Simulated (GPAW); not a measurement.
The system is GaAs.

```
As Ga
1.0
     0.00000    2.82685    2.82685
     2.82685    0.00000    2.82685
     2.82685    2.82685    0.00000
As Ga
1 1
Direct
  0.75000 0.75000 0.75000
  0.00000 0.00000 0.00000
```

Program: GPAW 26.7.0. Alike in all runs: cell as given; cutoff (eV) 600.

Problem. Order these runs on this cell by their pressure, lowest first.
A. level PBE; potentials or basis GPAW PAW data sets (gpaw-data 1.2.1), pw; spin off; k mesh 8 × 8 × 8; smearing gaussian 0.015 eV
B. level r2SCAN; potentials or basis GPAW PAW data sets (gpaw-data 1.2.1), pw; spin SOC, no magnetisation; k mesh 6 × 6 × 6; smearing fermi-dirac 0.05 eV; band path GXWKGLUWLK,UX; band points 80; spin axis theta (degrees) 54.7; spin axis phi (degrees) 45
C. level RPBE; potentials or basis the program's PAW data sets (release 1.2.1) made for this functional, pw; spin off; k mesh 8 × 8 × 8; smearing fermi-dirac 0.05 eV; band path GXWKGLUWLK,UX; band points 100

Solution. B (1.0 GPa), A (4.3 GPa), C (6.3 GPa).

Caveats: spin-orbit coupling was added after a scalar SCF, so levels and gaps hold it while energy, forces, pressure and moments don't (some runs); the PAW data sets were made with another functional, which shifts forces and pressure a little (some runs).
